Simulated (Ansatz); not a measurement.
# TaN under changes of volume

One of the cells (10.813 Å³/atom); the others are scaled copies at fixed shape and fractional positions:

```
Ta N
1.0
     0.00000    2.21132    2.21132
     2.21132    0.00000    2.21132
     2.21132    2.21132    0.00000
Ta N
1 1
Cartesian
  2.2113 2.2113 2.2113
  0.0000 0.0000 0.0000
```

The cell comes from a database or a generator and needn't be the stable form of this composition.

```yaml
Program: Ansatz 0.2.0
Functional: PBE
Potentials_or_basis: PseudoDojo standard (PBE files)
Cutoff: 1143 eV
Density_cutoff: 4572 eV
k_mesh: 10 × 10 × 10
Occupations: fermi-dirac, width 0.05 eV
Spin: no spin polarisation
```

| volume (Å³/atom) | energy over the lowest point (meV/atom) | pressure (GPa) |
| --- | --- | --- |
| 10.164 | 37.07 | 21.2 |
| 10.381 | 14.28 | 12.8 |
| 10.597 | ? | ? |
| 10.813 | 0.00 | -1.6 |
| 11.030 | 6.40 | -7.7 |
| 11.246 | 20.60 | -13.2 |
| 11.462 | 41.78 | -18.1 |

Q: What does the run at 10.597 Å³/atom give?

A: Energy over the lowest point 2.29 meV/atom; pressure 5.2 GPa.

Worked out: A Birch-Murnaghan fit of order 3 (a polynomial in V^(-2/3)) to the other rows has its minimum at 10.76 Å³/atom with B0 = V·E''(V) = 328 GPa and B' = 4.3. It gives 2.32 meV/atom at 10.597 Å³/atom, against the run's 2.29, and -dE/dV = 5.2 GPa, against 5.2.

Energies are extrapolated to zero smearing.
